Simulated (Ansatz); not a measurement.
# GaN: a jump of H

Method: DFT PBE, scalar-relativistic, plane waves, PAW in Ansatz. Settings: 420 eV cutoff, 3×3×3 k-mesh, Gaussian smearing of 0.02 eV, no spin polarisation.

Host crystal, relaxed:

```
CELL_PARAMETERS angstrom
3.21837 0.00000 0.00000
-1.60919 2.78719 0.00000
0.00000 0.00000 5.24317
ATOMIC_POSITIONS crystal
Ga 0.66667 0.33333 0.49913
Ga 0.33333 0.66667 0.99913
N 0.66667 0.33333 0.87587
N 0.33333 0.66667 0.37587
```

In a supercell of 12 host sites with charge -1, interstitial H hops to an equivalent place, moving 2.62 Å between the relaxed ends. Climbing-image nudged elastic band at fixed cell with images 0 (start) to 4 (end), the path measured over all atoms, converged to 0.05 eV/Å; the order of the saddle wasn't checked, and the small cell leaves errors of about a tenth of an eV. Zero-point motion and tunnelling, which matter for H, are left out.

Supercell rows in host cell vectors: 0 0 -1; 2 1 0; -1 -2 0. H was set at (0.000, 0.000, 0.167) of the host cell.

At the relaxed start H has 3 Ga at 1.84 Å, 3 N at 2.33 Å, 3 N at 2.37 Å.

(1) What barrier does the band give, and what surrounds the atom at the top?

## Answers

(1) 1.15 eV at image 2, where H has 3 Ga at 1.87 Å, 3 N at 2.08 Å.

Cost: 1 run of about 3.9 core-minutes, on Arm Neoverse V2 (shared hosts).